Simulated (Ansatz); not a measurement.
# SnO₂: a line through an energy map, part 2 of 2

How does the energy of SnO₂ (R-3m, No. 166; 3 atoms in the cell) vary with equal normal strain along x, y and z, at amplitude of mode 4 (381 cm⁻¹) = −0.059 Å?

Ansatz 0.2.0; DFT PBE, scalar-relativistic, plane waves, PAW. Earlier steps stand in the parts before.

### 4 Grid point (−0.059 Å, −1.25 %)

Contents of input.yaml:

```yaml
crystal:
  lattice:
    - [1.5965564961, 0.9217723228, 4.8567771841]
    - [-1.5965564961, 0.9217723228, 4.8567771841]
    - [0.0, -1.8435446456, 4.8567771841]
  atoms:
    - { symbol: Sn, position: [0.5049182473, 0.4950817527, 0.5] }
    - { symbol: O, position: [0.2166363734, 0.253128975, 0.2348826742] }
    - { symbol: O, position: [0.746871025, 0.7833636266, 0.7651173258] }
basis:
  ecutwfc: 520.0
kpoints:
  mp_grid: { grid: [12, 12, 12] }
hamiltonian:
  xc: pbe
  pseudopotentials: { kind: paw, azcp: { folder: soft_1 } }
scf:
  occupations: { method: gaussian, width: 0.05 }
output:
  forces: true
  stress: true
  eigenvalues: true
  write_density: true
  write_potential: true
  elf: true
  volumetric_format: npy
```

The run is started by

```sh
$ ansatz run input.yaml --threads 1 --pin off --max-ram 2048MiB --backend cpu --events-out ev --progress --plain --runs-dir out
```

The program printed:

```text
Warning: RAYON_NUM_THREADS=1 ignored (pool sized by the plan → 1); use --threads N
basis.fft_grid_basis auto: the FFT boxes are laid along the combinations [[1, -1, 0], [0, 1, 0], [0, -1, 1]] of the cell's own vectors, 3.193, 5.195 and 3.193 Å long. The dense box has 24×40×24 points. Along the cell's own vectors, as sized, it would have 40×40×40, 2.78 times as many. Of the 2 symmetry operations that the crystal satisfies within crystal.symmetry.tolerance (time reversal apart; of a slab, those that keep its plane) the dense box along the cell's own vectors carries 2, and the one as laid loses 1 of those. basis.fft_grid_basis: typed keeps the cell's own vectors: state it where this run's energies or levels are differenced outside the engine with another run's, or held beside a run that keeps those vectors. Those combinations have planes normal to reciprocal vector 3, as the cell's own vectors have. Each planar average written beside output.write_density, output.write_potential has a row for each plane of the box: 24. The volumetric files lie along those combinations, not along the cell's own vectors: a cube or XSF file states them, and fields.json those of NumPy files.
Engine: ansatz 0.2.0, aarch64-unknown-linux-gnu
Pseudopotentials: kind: paw
Pseudopotential: Sn, paw, valence charge 14, recommended cutoff 420 eV (normal), <dir>
Pseudopotential: O, paw, valence charge 6, recommended cutoff 420 eV (normal), <dir>
Functional definition: PBE
  parameter kappa = 0.804
  parameter beta = 0.06672455060314922
  exchange = pbe_x(kappa = kappa, mu = beta*pi^2/3)
  correlation = pbe_c(beta = beta)
Crystal: 3 atoms, lattice volume = 42.885 Å³
Basis set: ecut = 520 eV, 1165 PW (Γ), FFT grids on a1−a2, a2, −a2+a3, exchange–correlation on 48×80×48 points (8 copies of the dense FFT grid, shifted against one another)
Bands: 17, of which v1, the nominal top of the filled ones, is band 13 counted from 1 (12 counted from 0)
Symmetry: 2 space group operations
Space group: C2 (ITA 5), of the structure as read, at distance tolerance 3.5e-5 Å
k-points: 476 of 1728 (time reversal used)
Non-local potential: Sn, projectors of the file, l = 0: 2, l = 1: 2, l = 2: 2, l = 3: 1
Non-local potential: O, projectors of the file, l = 0: 2, l = 1: 2, l = 2: 1
PAW form: soft (Blöchl's): semilocal exchange-correlation on the pseudo side does not see the compensation charge
PAW one-centre angular grid: Sn, 590 points (default); XC on 64 Gauss nodes
PAW one-centre angular grid: O, 110 points (default); XC on 64 Gauss nodes
Initial density: superposition of atomic densities (chi_scale 0.1, normalization cell, long waves kept (reshape's long-wave potential 0.10 eV rms))
Initial wavefunctions: pseudopotential atomic-orbital guess
Functional: x = pbe(κ = 0.804, μ = 0.2195149727645171), c = pbe(β = 0.06672455060314922)
SCF iter   1: F=—  HF=-7158.957792 eV  |F-HF|=—  |Δ(HF+E_count)|=         —  Δρ=6.54e-2  dr2=1.58e0  ethr=3.10e-3  ⟨swp⟩=6.2  Hψ=47826  notcnv=0
preconditioner: auto → none  [insulator: Δε(μ)=2.615 eV  Ē_g=20.522 eV  σ=0.050 eV  W_gap=1.00  n_scr=14 (ndim 8)  ℏωp=28.9 eV  f_vac=0.103  D(μ)=0.00/eV (n_scr^D=0)  ε∞_Penn≈3.0]
SCF iter   2: F=—  HF=-7158.581675 eV  |F-HF|=—  |Δ(HF+E_count)|=   3.76e-1  Δρ=3.40e-2  dr2=2.11e-1  ethr=3.10e-3  ⟨swp⟩=3.2  Hψ=20180  notcnv=0
SCF iter   3: F=—  HF=-7158.570222 eV  |F-HF|=—  |Δ(HF+E_count)|=   1.15e-2  Δρ=1.26e-2  dr2=6.57e-2  ethr=8.12e-4  ⟨swp⟩=2.4  Hψ=13499  notcnv=0
SCF iter   4: F=—  HF=-7158.563996 eV  |F-HF|=—  |Δ(HF+E_count)|=   6.23e-3  Δρ=3.86e-3  dr2=2.52e-3  ethr=2.53e-4  ⟨swp⟩=2.3  Hψ=14869  notcnv=0
SCF iter   5: F=—  HF=-7158.564904 eV  |F-HF|=—  |Δ(HF+E_count)|=   9.07e-4  Δρ=4.01e-4  dr2=2.38e-5  ethr=9.67e-6  ⟨swp⟩=2.2  Hψ=13190  notcnv=0
SCF iter   6: F=—  HF=-7158.564940 eV  |F-HF|=—  |Δ(HF+E_count)|=   3.62e-5  Δρ=9.42e-5  dr2=1.09e-6  ethr=9.15e-8  ⟨swp⟩=2.0  Hψ=11744  notcnv=0
SCF iter   7: F=-7158.564942 eV  HF=-7158.564942 eV  |F-HF|=2.12e-8  |Δ(HF+E_count)|=   1.80e-6  Δρ=8.29e-6  dr2=1.15e-8  ethr=3.85e-10  ⟨swp⟩=12.6  Hψ=71174  notcnv=0
SCF 1 converged in 7 iterations: F = -7158.564942 eV  dr2 = 1.15e-8
SCF converged after 7 iterations
Free energy (F): -7158.564942 eV
Harris-Foulkes:  -7158.564942 eV  (|F-HF|=2.12e-8)
Internal energy: -7158.564942 eV  (E = F + TS)
E sigma→0 (E₀):  -7158.564942 eV
Fermi energy:    7.354761 eV
--- Per-component energies (eV) ---
  E_band       = -129.164367
  E_kinetic    = 507.892876
  E_local      = -2207.995592  (includes V_loc(G=0)·N_el)
  E_nonlocal   = 250.385889
  E_hartree    = 999.270734
  E_xc         = -268.245023
  E_vxc        = -262.289757  (∫ρ·V_xc dr)
  E_paw        = -4699.022656  (= ΣΔE_a)
  E_vpaw       = -415.699556  (= ΣTr[D̂ρ^β])
  E_aug_tail   = 0.000490  (compensation charges beyond the density's cutoff)
  E_ewald      = -1740.851660
  E_smearing   = -0.000000  (= −TS)
  E_closure    = 0.000000  (closes the sum)
  Σ components = -7158.564942   (vs F -7158.564942, Δ=0.00e0)
--- Forces (eV/Å), atoms counted from 1 ---
  atom   1  Sn    -1.19595436     0.00000000     0.00000000
  atom   2  O      0.59797969     0.08589755     0.49910369
  atom   3  O      0.59797969    -0.08589755    -0.49910369
  max |Σ_I F_I| component: 5.03e-6 eV/Å
--- Stress (GPa, compression-positive) ---
        7.852973       0.000000       0.000000
        0.000000       7.257954       0.636574
        0.000000       0.636574       3.899806
  P = ⅓ Tr σ = 6.3369 GPa (63.369 kbar)
--- Band table (eV; the first three rows and the last of 476) ---
  k-point 0: bands = ["-13.7680", "-13.5285", "-13.4979", "-13.2765", "-13.2724", "-11.8457", "-9.9612", "2.4209", "4.9073", "4.9145", "5.3798", "5.3828", "6.0119", "8.4880", "12.2204", "17.5680", "17.7106"]
  k-point 1: bands = ["-13.7359", "-13.5811", "-13.4893", "-13.2905", "-13.2771", "-11.7992", "-9.8448", "2.3343", "4.4680", "4.7597", "5.1629", "5.4748", "6.0882", "8.9287", "12.5036", "16.7838", "17.9358"]
  k-point 2: bands = ["-13.7887", "-13.6125", "-13.4451", "-13.3223", "-13.2745", "-11.6502", "-9.5538", "1.9864", "3.7735", "4.3649", "4.7570", "5.5761", "6.1367", "9.8839", "13.1931", "15.8632", "18.3387"]
  k-point 475: bands = ["-13.7672", "-13.5287", "-13.4977", "-13.2764", "-13.2723", "-11.7669", "-10.0753", "2.8076", "4.8637", "4.8712", "4.9697", "5.4163", "5.4188", "9.6384", "12.1192", "17.8631", "17.8933"]
```

It took 64 s on 1 thread of Arm Neoverse V1, shared host; peak memory 0.69 GiB.

The maps below are laid out on this run's own conventional cell (a, b, c = 5.531, 3.193, 5.195 Å).

Density in a lattice plane of the grid's cell (edges 5.53 and 5.19 Å, at 0.018 of the third edge), which holds Sn and O.

Values in e/Å³, 12 rows by 12 columns:
```
 0.01  0.02  0.08  0.19  0.22  0.11  0.04  0.02  0.02  0.02  0.01  0.01
 0.02  0.10  0.52  1.64  1.16  0.30  0.07  0.04  0.04  0.04  0.03  0.02
 0.06  0.39  2.81  6.94  2.73  0.45  0.17  0.16  0.13  0.09  0.05  0.03
 0.14  0.83  4.61  6.40  1.76  0.50  0.91  1.08  0.38  0.13  0.07  0.06
 0.20  0.69  1.84  1.55  0.67  1.99  6.67  5.08  0.86  0.17  0.12  0.12
 0.22  0.29  0.37  0.32  0.74  6.14 12.41  6.14  0.74  0.32  0.37  0.29
 0.20  0.12  0.12  0.17  0.86  5.08  6.67  1.99  0.67  1.55  1.84  0.69
 0.14  0.06  0.07  0.13  0.38  1.08  0.91  0.50  1.76  6.40  4.61  0.83
 0.06  0.03  0.05  0.09  0.13  0.16  0.17  0.45  2.73  6.94  2.81  0.39
 0.02  0.02  0.03  0.04  0.04  0.04  0.07  0.30  1.16  1.64  0.52  0.10
 0.01  0.01  0.01  0.02  0.02  0.02  0.04  0.11  0.22  0.19  0.08  0.02
 0.01  0.01  0.02  0.03  0.04  0.03  0.02  0.03  0.04  0.03  0.02  0.01
```
Columns run along the first of these edges and rows up along the second, over one cell in 12 and 12 even steps from the bottom left corner. Atoms in the plane (fractional): Sn at (0.50, 0.50), O at (0.23, 0.70), O at (0.77, 0.30).

ELF in the same plane.

Ten even steps from ' ' (0.00) to '@' (0.87):
```
        ..--++++++++--..                        
    ..--++##%%@@@@%%**--..                      
  ..--**%%@@@@@@@@@@##==..                      
  ::++%%@@@@%%@@@@@@##==..........              
..==##%%%%**==##@@%%**::............            
..==##%%##++++%%%%**--::::::::::::....          
..==##%%%%%%%%%%**--::..    ....::....          
..--++##%%%%##++--::..        ..::......::::....
....--==++++--::::..          ..::::--++++==--..
......::::......::..        ..::--++##%%%%##++--
..          ....::....    ..::--**%%%%%%%%%%##==
..          ....::::::::::::--**%%%%++++##%%##==
..            ............::**%%@@##==**%%%%##==
                ..........==##@@@@@@%%@@@@%%++::
                        ..==##@@@@@@@@@@%%**--..
                        ..--**%%@@@@%%##++--..  
                          ..--++++++++--..      
                ..              ..              
```
Columns run along the first of these edges and rows up along the second, over one cell in 24 and 18 even steps from the bottom left corner. Atoms in the plane (fractional): Sn at (0.50, 0.50), O at (0.23, 0.70), O at (0.77, 0.30).

Both are smooth fields of the valence electrons: close to the nuclei they are not physical.

Maxima of ELF outside the ion cores: 0.88 beside O, off the lines to its neighbours, 0.7 Å from O; 0.82 in the shell around O, 0.6 Å from O.

On the map this point reads 72 meV.

### 5 The run at (−0.059 Å, 0.00 %)

Edit input.yaml of step 4 so:

```diff
@@ -2,5 +2,5 @@
   lattice:
-    - [1.5965564961, 0.9217723228, 4.8567771841]
-    - [-1.5965564961, 0.9217723228, 4.8567771841]
-    - [0.0, -1.8435446456, 4.8567771841]
+    - [1.616766072, 0.9334403269, 4.9182553763]
+    - [-1.616766072, 0.9334403269, 4.9182553763]
+    - [0.0, -1.8668806537, 4.9182553763]
   atoms:
@@ -22,5 +22 @@
   eigenvalues: true
-  write_density: true
-  write_potential: true
-  elf: true
-  volumetric_format: npy
```

The run is started by

```sh
$ ansatz run input.yaml --threads 1 --pin off --max-ram 2048MiB --backend cpu --events-out ev --progress --plain --runs-dir out
```

The program printed, shortened:

```text
Warning: RAYON_NUM_THREADS=1 ignored (pool sized by the plan → 1); use --threads N
[...]
[... 4 set-up lines as earlier in the session ...]
[...]
Crystal: 3 atoms, lattice volume = 44.534 Å³
Basis set: ecut = 520 eV, 1183 PW (Γ), FFT grids on a1−a3, a2−a3, a3, exchange–correlation on 50×50×80 points (8 copies of the dense FFT grid, shifted against one another)
Bands: 17, of which v1, the nominal top of the filled ones, is band 13 counted from 1 (12 counted from 0)
[... 2 set-up lines as earlier in the session ...]
k-points: 476 of 1728 (time reversal used)
[...]
SCF iter   1: F=—  HF=-7158.946700 eV  |F-HF|=—  |Δ(HF+E_count)|=         —  Δρ=6.16e-2  dr2=1.43e0  ethr=3.10e-3  ⟨swp⟩=6.2  Hψ=47826  notcnv=0
[...]
SCF iter   7: F=-7158.599365 eV  HF=-7158.599365 eV  |F-HF|=2.38e-8  |Δ(HF+E_count)|=   1.55e-6  Δρ=8.50e-6  dr2=1.26e-8  ethr=3.85e-10  ⟨swp⟩=7.8  Hψ=45679  notcnv=0
[...]
SCF converged after 7 iterations
Free energy (F): -7158.599365 eV
[...]
E sigma→0 (E₀):  -7158.599365 eV
Fermi energy:    6.766322 eV
[...]
--- Forces (eV/Å), atoms counted from 1 ---
  atom   1  Sn    -1.01995969     0.00000000     0.00000000
  atom   2  O      0.50998533     0.07557452     0.06497638
  atom   3  O      0.50998533    -0.07557452    -0.06497638
[...]
--- Stress (GPa, compression-positive) ---
        0.873174      -0.000000      -0.000000
       -0.000000       0.321342       0.545998
       -0.000000       0.545998       0.472878
  P = ⅓ Tr σ = 0.5558 GPa (5.558 kbar)
--- Band table (eV; the first three rows and the last of 476) ---
  k-point 0: bands = ["-14.2170", "-14.0344", "-14.0083", "-13.8272", "-13.8234", "-12.1442", "-10.3333", "1.9551", "4.4784", "4.4852", "4.9097", "4.9114", "5.5845", "7.7755", "11.5556", "16.7825", "16.8873"]
[...]
```

It took 45 s on 1 thread of Arm Neoverse V1, shared host; peak memory 0.71 GiB.

On the map this point reads 38 meV.

### 6 The run at (−0.059 Å, 1.25 %)

Edit input.yaml of step 5 so:

```diff
@@ -2,5 +2,5 @@
   lattice:
-    - [1.616766072, 0.9334403269, 4.9182553763]
-    - [-1.616766072, 0.9334403269, 4.9182553763]
-    - [0.0, -1.8668806537, 4.9182553763]
+    - [1.6369756479, 0.945108331, 4.9797335685]
+    - [-1.6369756479, 0.945108331, 4.9797335685]
+    - [0.0, -1.8902166619, 4.9797335685]
   atoms:
@@ -22 +22,5 @@
   eigenvalues: true
+  write_density: true
+  write_potential: true
+  elf: true
+  volumetric_format: npy
```

The run is started by

```sh
$ ansatz run input.yaml --threads 1 --pin off --max-ram 2048MiB --backend cpu --events-out ev --progress --plain --runs-dir out
```

The program printed, shortened:

```text
Warning: RAYON_NUM_THREADS=1 ignored (pool sized by the plan → 1); use --threads N
[...]
[... 4 set-up lines as earlier in the session ...]
[...]
Crystal: 3 atoms, lattice volume = 46.225 Å³
Basis set: ecut = 520 eV, 1213 PW (Γ), FFT grids on a1−a2, a2, −a2+a3, exchange–correlation on 50×80×50 points (8 copies of the dense FFT grid, shifted against one another)
Bands: 17, of which v1, the nominal top of the filled ones, is band 13 counted from 1 (12 counted from 0)
[... 1 set-up line as earlier in the session ...]
Space group: C2 (ITA 5), of the structure as read, at distance tolerance 3.6e-5 Å
k-points: 476 of 1728 (time reversal used)
[...]
SCF iter   1: F=—  HF=-7158.887427 eV  |F-HF|=—  |Δ(HF+E_count)|=         —  Δρ=5.83e-2  dr2=1.29e0  ethr=3.10e-3  ⟨swp⟩=6.2  Hψ=47847  notcnv=0
[...]
SCF iter   7: F=-7158.579087 eV  HF=-7158.579087 eV  |F-HF|=2.51e-8  |Δ(HF+E_count)|=   1.18e-6  Δρ=8.59e-6  dr2=1.35e-8  ethr=3.85e-10  ⟨swp⟩=12.0  Hψ=68976  notcnv=0
[...]
SCF converged after 7 iterations
Free energy (F): -7158.579087 eV
[...]
E sigma→0 (E₀):  -7158.579087 eV
Fermi energy:    6.212270 eV
[...]
--- Forces (eV/Å), atoms counted from 1 ---
  atom   1  Sn    -0.86135119     0.00000000     0.00000000
  atom   2  O      0.43067716     0.06617197    -0.31234291
  atom   3  O      0.43067716    -0.06617197     0.31234291
[...]
--- Stress (GPa, compression-positive) ---
       -4.902743       0.000000       0.000000
        0.000000      -5.414322       0.466189
        0.000000       0.466189      -2.354586
  P = ⅓ Tr σ = -4.2239 GPa (-42.239 kbar)
--- Band table (eV; the first three rows and the last of 476) ---
  k-point 0: bands = ["-14.6689", "-14.5222", "-14.4999", "-14.3539", "-14.3502", "-12.4111", "-10.6895", "1.5017", "4.0693", "4.0759", "4.4662", "4.4670", "5.1748", "7.1076", "10.9212", "16.0235", "16.0975"]
[...]
```

It took 68 s on 1 thread of Arm Neoverse V1, shared host; peak memory 0.72 GiB.

Energy on the map's scale: 58 meV.

### 7 Point (−0.059 Å, 2.50 %)

Edit input.yaml of step 6 so:

```diff
@@ -2,5 +2,5 @@
   lattice:
-    - [1.6369756479, 0.945108331, 4.9797335685]
-    - [-1.6369756479, 0.945108331, 4.9797335685]
-    - [0.0, -1.8902166619, 4.9797335685]
+    - [1.6571852238, 0.9567763351, 5.0412117607]
+    - [-1.6571852238, 0.9567763351, 5.0412117607]
+    - [0.0, -1.9135526701, 5.0412117607]
   atoms:
@@ -22,5 +22 @@
   eigenvalues: true
-  write_density: true
-  write_potential: true
-  elf: true
-  volumetric_format: npy
```

The run is started by

```sh
$ ansatz run input.yaml --threads 1 --pin off --max-ram 2048MiB --backend cpu --events-out ev --progress --plain --runs-dir out
```

The program printed, shortened:

```text
Warning: RAYON_NUM_THREADS=1 ignored (pool sized by the plan → 1); use --threads N
[...]
[... 4 set-up lines as earlier in the session ...]
[...]
Crystal: 3 atoms, lattice volume = 47.959 Å³
Basis set: ecut = 520 eV, 1279 PW (Γ), FFT grids on a1−a3, a2−a3, a3, exchange–correlation on 50×50×90 points (8 copies of the dense FFT grid, shifted against one another)
Bands: 17, of which v1, the nominal top of the filled ones, is band 13 counted from 1 (12 counted from 0)
[... 2 set-up lines as earlier in the session ...]
k-points: 476 of 1728 (time reversal used)
[...]
SCF iter   1: F=—  HF=-7158.787079 eV  |F-HF|=—  |Δ(HF+E_count)|=         —  Δρ=5.54e-2  dr2=1.17e0  ethr=3.10e-3  ⟨swp⟩=6.2  Hψ=47997  notcnv=0
[...]
SCF iter   7: F=-7158.511374 eV  HF=-7158.511374 eV  |F-HF|=2.68e-8  |Δ(HF+E_count)|=   1.09e-6  Δρ=8.80e-6  dr2=1.54e-8  ethr=3.85e-10  ⟨swp⟩=7.4  Hψ=43970  notcnv=0
[...]
SCF converged after 7 iterations
Free energy (F): -7158.511374 eV
[...]
E sigma→0 (E₀):  -7158.511374 eV
Fermi energy:    5.690681 eV
[...]
--- Forces (eV/Å), atoms counted from 1 ---
  atom   1  Sn    -0.71859903     0.00000000     0.00000000
  atom   2  O      0.35929386     0.05761712    -0.63930917
  atom   3  O      0.35929386    -0.05761712     0.63930917
[...]
--- Stress (GPa, compression-positive) ---
       -9.645830      -0.000000      -0.000000
       -0.000000     -10.119944       0.395943
       -0.000000       0.395943      -4.671972
  P = ⅓ Tr σ = -8.1459 GPa (-81.459 kbar)
--- Band table (eV; the first three rows and the last of 476) ---
  k-point 0: bands = ["-15.1169", "-14.9922", "-14.9731", "-14.8573", "-14.8539", "-12.6544", "-11.0307", "1.0602", "3.6791", "3.6854", "4.0472", "4.0476", "4.7817", "6.4820", "10.3158", "15.2894", "15.3397"]
[...]
```

Run time: 48 s. Hardware: 1 thread of Arm Neoverse V1, shared host; peak memory 0.74 GiB.

That is 126 meV from the zero.

### 8 Results

What follows sums up all 2 parts.

| equal normal strain along x, y and z (%) | step | energy (meV) | slope (meV per %) | pressure (GPa) | band gap on the k-mesh (eV) | largest force on an atom (eV/Å) |
| --- | --- | --- | --- | --- | --- | --- |
| −2.50 | 3 | 170 | −105 | 13.3 | 2.54 | 1.39 |
| −1.25 | 4 | 72 | −52 | 6.3 | 2.27 | 1.20 |
| 0.00 | 5 | 38 | −5 | 0.6 | 2.02 | 1.02 |
| 1.25 | 6 | 58 | 36 | −4.2 | 1.79 | 0.86 |
| 2.50 | 7 | 126 | 71 | −8.1 | 1.58 | 0.74 |

Energies count from the relaxed high-symmetry cell. Slopes come from the forces (and the stress, where the cell changes), not from differences of energies.

What this shows: Along the line the energy is lowest at 0.00 %, 38 meV from the zero. A fit to energies and slopes at the lowest point and its two neighbours puts the minimum at 0.131 %, with a curvature of about 34 meV per %². The well is lopsided: two grid steps out, the energy rises by 132 meV towards smaller values and 88 meV towards larger ones. The highest point computed, at −2.50 %, lies 132 meV above the lowest. This is one cut through a surface in two coordinates; the map's lowest point lies off it.

These are semilocal Kohn-Sham gaps, which aren't the measured quantity. Such gaps usually fall short of the measured ones.
